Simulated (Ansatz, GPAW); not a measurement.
# Nb: programs and potentials compared

```
CELL_PARAMETERS angstrom
0.00000 2.11500 2.11500
2.11500 0.00000 2.11500
2.11500 2.11500 0.00000
ATOMIC_POSITIONS crystal
Nb 0.00000 0.00000 0.00000
```

This isn't the form of Nb at room conditions, which is bcc.

Alike in all runs: task equation of state; functional PBEsol; k mesh 11 × 11 × 11; occupations fermi-dirac, width 0.05 eV; no spin polarisation; no spin-orbit coupling.

| program and potentials | plane-wave cutoff (eV) | notes | equilibrium volume (Å³/atom) | bulk modulus (GPa) |
| --- | --- | --- | --- | --- |
| Ansatz, Ansatz PAW | 420 | potentials made for PBE, which Ansatz adapts in part | 18.08 | 177.6 |
| Ansatz, all-electron LAPW, scalar-relativistic | - | - | 18.08 | 177.7 |
| GPAW, PAW data sets generated for this functional | 600 | - | 18.01 | 177.4 |

The equilibrium volume spans 18.01 (GPAW, PAW data sets generated for this functional) to 18.08 Å³/atom (Ansatz, Ansatz PAW), with all-electron results at 18.08. The bulk modulus spans 177.4 (GPAW, PAW data sets generated for this functional) to 177.7 GPa (Ansatz, all-electron LAPW, scalar-relativistic), with all-electron results at 177.7. For a metal such a mesh isn't converged, which the comparison doesn't need.

Differences between rows come from potentials, basis sets and numerical settings, since the functional is the same but for its coding. Runs on potential files found faulty are left out.
